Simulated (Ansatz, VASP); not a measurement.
## Two plane-wave programs on Li2O

File INCAR:

```
PREC = Accurate
ENCUT = 600
EDIFF = 1E-6
ISMEAR = 0
SIGMA = 0.02
LREAL = False
LASPH = True
NELM = 80
ALGO = Fast
ISIF = 3
LWAVE = False
LCHARG = False
IBRION = 2
NSW = 70
EDIFFG = -0.005
```

Contents of KPOINTS:

```
regular mesh
0
Gamma
  8 8 8
```

The input POSCAR:

```
Li2O
1.0
    0.0000000000      2.3130253907      2.3130253907
    2.3130253907      0.0000000000      2.3130253907
    2.3130253907      2.3130253907      0.0000000000
Li O
2 1
Direct
    0.2500000000      0.2500000000      0.2500000000
    0.7500000000      0.7500000000      0.7500000000
    0.0000000000      0.0000000000      0.0000000000
```

Input for Ansatz:

```yaml
crystal:
  lattice:
    - [0.0, 2.3130253907, 2.3130253907]
    - [2.3130253907, 0.0, 2.3130253907]
    - [2.3130253907, 2.3130253907, 0.0]
  atoms:
    - { symbol: Li, position: [0.25, 0.25, 0.25] }
    - { symbol: Li, position: [0.75, 0.75, 0.75] }
    - { symbol: O, position: [0.0, 0.0, 0.0] }
basis:
  ecutwfc: 420
kpoints:
  mp_grid: { grid: [8, 8, 8] }
hamiltonian:
  xc: lda
scf:
  occupations: { method: gaussian, width: 0.02 }
output:
  forces: true
  stress: true
  eigenvalues: true
relax:
  adjacent_minimum: "off"
  f_tol: 0.005
  max_steps: 50
  cell: { stress_tol: 0.05 }
```

Alike in both runs: task relaxation of cell and atoms; functional LDA; k mesh 8 × 8 × 8; occupations gaussian, width 0.02 eV; no spin polarisation.

|  | VASP | Ansatz |
| --- | --- | --- |
| version | VASP 6.6.1 | Ansatz 0.2.0 |
| potentials or method | VASP PAW LDA potentials, release 64 (Li_sv, O) | scalar-relativistic, plane waves, PAW |
| plane-wave cutoff (eV) | 600 | 420 |
| valence electrons in the cell | 12 | 12 |

VASP gave:

* gap on the k mesh at the Fermi level, each at its own relaxed structure (eV): 4.96
* relaxed volume (Å³/atom): 7.51
* relaxed cell length with the largest relative difference (Å): 3.171
* energy change over the relaxation (meV/atom): -18

Estimate Ansatz's values.

gap on the k mesh at the Fermi level, each at its own relaxed structure (eV): 4.96; relaxed volume (Å³/atom): 7.56; relaxed cell length with the largest relative difference (Å): 3.178; energy change over the relaxation (meV/atom): -16.

Caveats: the cutoff is under 1.25 times the usual one of these potentials, so pressure, stress and relaxed cells hold a basis-set (Pulay) error (VASP). A k mesh can miss the band edges. Expect the measured gap to be larger: semilocal functionals such as LDA lack the derivative discontinuity.
